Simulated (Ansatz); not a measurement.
Input, command and steps of an Ansatz relaxation.

```yaml
crystal:
  lattice:
    - [-1.7166289832, 1.7166289832, 4.2111054745]
    - [1.7166289832, -1.7166289832, 4.2111054745]
    - [1.7166289832, 1.7166289832, -4.2111054745]
  atoms:
    - { symbol: Pt, position: [0.665, 0.665, 0.0] }
    - { symbol: Pt, position: [0.335, 0.335, 0.0] }
    - { symbol: S, position: [0.0, 0.0, 0.0] }
basis:
  ecutwfc: 420
kpoints:
  mp_grid: { grid: [8, 8, 8] }
hamiltonian:
  xc: pbe
scf:
  occupations: { method: gaussian, width: 0.1 }
  lower_state_search: "off"
output:
  forces: true
  stress: true
  eigenvalues: true
relax:
  adjacent_minimum: "off"
  f_tol: 0.04
  max_steps: 70
  cell: { stress_tol: 0.4 }
```

```bash
ansatz run input.yaml --threads 1 --pin off --max-ram 2560MiB --backend cpu --events-out ev --progress --plain --runs-dir out
```

These are results of DFT PBE, scalar-relativistic, plane waves, PAW (Ansatz 0.2.0), not measurements.

Of 12 frames 9 are shown, positions in Å and forces in eV/Å; the SCF threshold varies from step to step. Steps run on the plane waves of an earlier cell, with a Pulay correction in the pressure. The basis is chosen afresh for the last frame, the zero of the energies, and at times for earlier ones too; energy and pressure step there, also at an unchanged geometry. Here that happened at step 9 (-4 meV/atom, 0.5 GPa); the frames before carry an error of that size.

```xyz
3
Lattice="-1.7166 1.7166 4.2111 1.7166 -1.7166 4.2111 1.7166 1.7166 -4.2111" Properties=species:S:1:pos:R:3:forces:R:3 pbc="T T T" step=1 free_energy_over_end_meV_per_atom=159.63 pressure_GPa=-9.08
Pt    0.0000    0.0000    5.6008    0.0000    0.0000    0.1773
Pt    0.0000    0.0000    2.8214    0.0000    0.0000   -0.1773
S     0.0000    0.0000    0.0000    0.0000    0.0000    0.0000
3
Lattice="-1.6326 1.6326 4.1658 1.6326 -1.6326 4.1658 1.6326 1.6326 -4.1658" Properties=species:S:1:pos:R:3:forces:R:3 pbc="T T T" step=2 free_energy_over_end_meV_per_atom=143.95 pressure_GPa=10.26
Pt    0.0000    0.0000    5.5610    0.0000    0.0000   -0.9543
Pt    0.0000    0.0000    2.7706    0.0000    0.0000    0.9543
S     0.0000    0.0000    0.0000    0.0000    0.0000    0.0000
3
Lattice="-1.6556 1.6556 4.2521 1.6556 -1.6556 4.2521 1.6556 1.6556 -4.2521" Properties=species:S:1:pos:R:3:forces:R:3 pbc="T T T" step=3 free_energy_over_end_meV_per_atom=108.26 pressure_GPa=-0.44
Pt    0.0000    0.0000    5.6474    0.0000    0.0000   -0.3984
Pt    0.0000    0.0000    2.8567    0.0000    0.0000    0.3984
S     0.0000    0.0000    0.0000    0.0000    0.0000    0.0000
3
Lattice="-1.5853 1.5853 4.6026 1.5853 -1.5853 4.6026 1.5853 1.5853 -4.6026" Properties=species:S:1:pos:R:3:forces:R:3 pbc="T T T" step=5 free_energy_over_end_meV_per_atom=32.45 pressure_GPa=-1.45
Pt    0.0000    0.0000    6.0428    0.0000    0.0000   -0.1515
Pt    0.0000    0.0000    3.1624    0.0000    0.0000    0.1515
S     0.0000    0.0000    0.0000    0.0000    0.0000    0.0000
3
Lattice="-1.5366 1.5366 4.8082 1.5366 -1.5366 4.8082 1.5366 1.5366 -4.8082" Properties=species:S:1:pos:R:3:forces:R:3 pbc="T T T" step=6 free_energy_over_end_meV_per_atom=7.56 pressure_GPa=1.30
Pt    0.0000    0.0000    6.2815    0.0000    0.0000    0.1398
Pt    0.0000    0.0000    3.3349    0.0000    0.0000   -0.1398
S     0.0000    0.0000    0.0000    0.0000    0.0000    0.0000
3
Lattice="-1.5250 1.5250 4.9203 1.5250 -1.5250 4.9203 1.5250 1.5250 -4.9203" Properties=species:S:1:pos:R:3:forces:R:3 pbc="T T T" step=7 free_energy_over_end_meV_per_atom=4.80 pressure_GPa=-0.52
Pt    0.0000    0.0000    6.4376    0.0000    0.0000    0.0057
Pt    0.0000    0.0000    3.4030    0.0000    0.0000   -0.0057
S     0.0000    0.0000    0.0000    0.0000    0.0000    0.0000
3
Lattice="-1.5253 1.5253 4.9064 1.5253 -1.5253 4.9064 1.5253 1.5253 -4.9064" Properties=species:S:1:pos:R:3:forces:R:3 pbc="T T T" step=8 free_energy_over_end_meV_per_atom=4.70 pressure_GPa=-0.01
Pt    0.0000    0.0000    6.4196    0.0000    0.0000    0.0021
Pt    0.0000    0.0000    3.3932    0.0000    0.0000   -0.0021
S     0.0000    0.0000    0.0000    0.0000    0.0000    0.0000
3
Lattice="-1.5167 1.5167 4.9657 1.5167 -1.5167 4.9657 1.5167 1.5167 -4.9657" Properties=species:S:1:pos:R:3:forces:R:3 pbc="T T T" step=10 free_energy_over_end_meV_per_atom=0.13 pressure_GPa=0.35
Pt    0.0000    0.0000    6.4958    0.0000    0.0000    0.0236
Pt    0.0000    0.0000    3.4356    0.0000    0.0000   -0.0236
S     0.0000    0.0000    0.0000    0.0000    0.0000    0.0000
3
Lattice="-1.5153 1.5153 4.9881 1.5153 -1.5153 4.9881 1.5153 1.5153 -4.9881" Properties=species:S:1:pos:R:3:forces:R:3 pbc="T T T" step=12 free_energy_over_end_meV_per_atom=0.00 pressure_GPa=-0.14
Pt    0.0000    0.0000    6.5270    0.0000    0.0000    0.0048
Pt    0.0000    0.0000    3.4492    0.0000    0.0000   -0.0048
S     0.0000    0.0000    0.0000    0.0000    0.0000    0.0000
```

The start puts this composition into another compound's structure type, which needn't suit it. At the end the space group is I4/mmm (tolerance 0.05 Å).

It took 37 s on 1 thread of Intel(R) Xeon(R) 6975P-C (Granite Rapids) (shared host), peak memory 0.39 GiB.

The k mesh is coarse. Spin–orbit coupling is left out, which can shift energies with elements as heavy as these.